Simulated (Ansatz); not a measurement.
GaN: how the phase sets the permittivity

Plane-wave DFT in Ansatz, PBE, scalar-relativistic PAW potentials, cutoff 420 eV, no spin-orbit coupling; no spin polarisation. Each structure of GaN was relaxed within its symmetry; other phases aren't compared here. ε∞ and ε0 (at fixed strain) come from linear response and are means of the diagonal.

```csv
space group,atoms in cell,V (Å³/atom),gap on mesh (eV),ε∞,lowest optical mode at Γ (cm⁻¹)
P6_3mc,4,11.76,1.71,6.02,136
F-43m,2,11.76,1.54,6.15,516
```

Order them by energy. Which have a polar axis, which are stable at Γ, and what static permittivity does each have?

P6_3mc 0 meV/atom, polar space group, stable at Γ, ε0 = 10.9; F-43m 5 meV/atom, no unique polar axis, stable at Γ, ε0 = 11.0. A polar space group allows a spontaneous polarisation; whether it can be switched wasn't computed. Without a unique polar axis or an inversion centre, and so allowed to be piezoelectric but not ferroelectric: F-43m. The mean ε0 hardly changes. Stability at Γ doesn't rule out soft modes elsewhere in the zone; Kohn–Sham gaps are too small and ε∞ as a rule too large. In thin films and nanowires, surface energy, strain and dopants can hold a phase that lies tens of meV per atom above the lowest. Meshes differ between cells, which leaves about 2 meV/atom open.

Cost: about 8.7 core-minutes for the runs cited, on Arm Neoverse V1 (shared hosts).